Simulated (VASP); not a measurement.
Write the native input for VASP 6.6.1 that does the following.

| Item | Value |
| --- | --- |
| Task | single point |
| Functional | PBE |
| Potentials or basis | VASP PAW PBE potentials, release 64 (B, N) |
| Cutoff | 520 eV |
| k mesh | 4 × 4 × 4 |
| Occupations | gaussian, width 0.02 eV |
| Spin | no spin polarisation |
| Further INCAR settings | ALGO = Fast; EDIFF = 1e-07 |

The structure of BN lies in POSCAR:

```
BN                                      
1.0
    0.0000000000      1.8317582483      1.8317582483
    1.8317582483      0.0000000000      1.8317582483
    1.8317582483      1.8317582483      0.0000000000
  B               N             
     1     1
Direct
     0.0000000000000000    0.0000000000000000    0.0000000000000000
     0.2500000000000000    0.2500000000000000    0.2500000000000000
```

The cell isn't the ideal one: a relaxed cell with its volume scaled by 1.03.

One way to write it, as run:

INCAR

```
PREC = Accurate
ENCUT = 520
EDIFF = 1E-7
ISMEAR = 0
SIGMA = 0.02
LREAL = False
LASPH = True
NELM = 80
ALGO = Fast
ISIF = 2
LWAVE = False
LCHARG = False
GGA = PE
```

KPOINTS

```
Automatic mesh
0
Gamma
  4 4 4
```

Potentials or basis: VASP PAW PBE potentials, release 64 (B, N).

Launch:

```bash
$ cat potpaw_PBE.64/B/POTCAR potpaw_PBE.64/N/POTCAR > POTCAR
$ mpirun -np 1 vasp_std > vasp.out
```

It gave:

```yaml
Pressure: -10.4 GPa
Band_gap_on_the_k_mesh: 4.39 eV, indirect (least direct gap 8.60 eV)
```

Caveat: the k mesh is coarse (spacing up to 0.74 Å⁻¹), so the values aren't converged.

Wall time 1.3 s on 1 thread of Intel(R) Xeon(R) 6975P-C (Granite Rapids), on a shared host, peak memory 0.11 GiB.
